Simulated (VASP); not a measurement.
Crystal: ZnCu2SnS4.

```
Zn Cu Sn S
1.0
    -2.71710    2.71710    5.42480
     2.71710   -2.71710    5.42480
     2.71710    2.71710   -5.42480
Zn Cu Sn S
1 2 1 4
Direct
  0.25000 0.75000 0.50000
  0.00000 0.00000 0.00000
  0.75000 0.25000 0.50000
  0.50000 0.50000 0.00000
  0.37161 0.88441 0.99960
  0.11559 0.11519 0.48720
  0.88481 0.37201 0.00040
  0.62799 0.62839 0.51280
```

- Program: VASP 6.6.1
- Task: relaxation of cell and atoms
- Functional: PBE
- Potentials or basis: VASP PAW PBE potentials, release 64 (Zn, Cu, Sn_d, S)
- Cutoff: 600 eV
- k mesh: 8 × 8 × 8
- Occupations: gaussian, width 0.02 eV
- Spin: no spin polarisation

At the start: pressure 2.1 GPa; volume 20.02 Å³/atom.

Problem. How do energy, volume and symmetry change on relaxing?

Solution. Over 8 steps the energy falls by 10.2 meV/atom and the volume is 20.47 Å³/atom (+2.2 %); space group I-4 (No. 82, to 0.05 Å).

The path:
```csv
step,energy change (eV),largest force (eV/Å),pressure (GPa),volume (Å³)
1,0.0000,0.5794,2.15,160.20
2,-0.0627,0.1964,-0.94,166.50
3,-0.0637,0.2318,-0.63,165.77
4,-0.0769,0.1217,-0.29,164.64
5,-0.0812,0.0206,0.08,163.56
6,-0.0814,0.0105,-0.03,163.79
7,-0.0814,0.0102,-0.03,163.81
8,-0.0814,0.0032,-0.01,163.75
```

Final structure:
```xyz
8
Lattice="-2.7368 2.7368 5.4656 2.7368 -2.7368 5.4656 2.7368 2.7368 -5.4656" Properties=species:S:1:pos:R:3 pbc="T T T"
Zn    2.7368    0.0000    2.7328
Cu    2.7368   -2.7368    5.4656
Cu    0.0000    2.7368    2.7328
Sn    0.0000    0.0000    5.4656
S     1.4543   -1.4122    6.8786
S     1.3247    1.2825   -1.4131
S     1.2825    4.1490    1.4131
S     1.4122    1.4543    4.0525
```
